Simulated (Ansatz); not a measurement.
Wanted: the native input for an Ansatz 0.2.0 run.

```yaml
Task: single point
Functional: PBEsol
Potentials_or_basis: all-electron LAPW, scalar-relativistic
Cutoff: 348 eV (chosen from the basis error)
Basis_error_allowed: 0.001 eV/atom
k_mesh: 11 × 11 × 11
Occupations: fermi-dirac, width 0.05 eV
Spin: collinear spin, ferromagnetic start
Starting_moments: "[3.0, 0.0] μB"
```

The system is FeO (Wuestite).

```xyz
2
Lattice="1.5188 0.8769 2.5196 -1.5188 0.8769 2.5196 0.0000 -1.7538 2.5196" Properties=species:S:1:pos:R:3 pbc="T T T"
Fe    0.0000    0.0000    0.0000
O     0.0000    0.0000    3.7794
```

One way to write it, as run:

input.yaml

```yaml
crystal:
  lattice:
    - [1.5188209023, 0.8768916568, 2.5195772846]
    - [-1.5188209023, 0.8768916568, 2.5195772846]
    - [0.0, -1.7537833136, 2.5195772846]
  atoms:
    - { symbol: Fe, position: [0.0, 0.0, 0.0], spin: 3.0 }
    - { symbol: O, position: [0.5, 0.5, 0.5] }
kpoints:
  mp_grid: { grid: [11, 11, 11] }
scf:
  occupations: { method: fermi_dirac, width: 0.05 }
hamiltonian:
  xc: pbesol
  pseudopotentials: { kind: all_electron, lapw: { basis_error: 0.001 } }
magnetization:
  spin_polarized: true
output:
  forces: true
  stress: true
  eigenvalues: true
  populations: true
```

Potentials or basis: all-electron LAPW, scalar-relativistic.

Command:

```console
$ ansatz run input.yaml --threads 2 --pin off --max-ram 6144MiB --backend cpu --events-out ev --progress --plain --runs-dir out
```

Results of the run:

| Quantity | Value |
| --- | --- |
| Pressure | -9.5 GPa |
| Band gap on the k mesh | none (metal or under the smearing width) |
| Net moment | 4.00 μB per cell |
| Absolute moment | 4.01 μB per cell |
| Site moments | Fe +3.62; O +0.32 μB |
| Loewdin charges | Fe +1.14; O -1.01 e |

Caveat: the atomic charges don't sum to the cell's charge; a cell with one magnetic atom can't hold antiferromagnetic order, which such compounds often take; semilocal functionals often make such compounds metallic where correlation or magnetic order opens a gap, which also shifts bond lengths.

It took 27 s on 2 threads of Arm Neoverse V2 (shared host), peak memory 0.63 GiB.
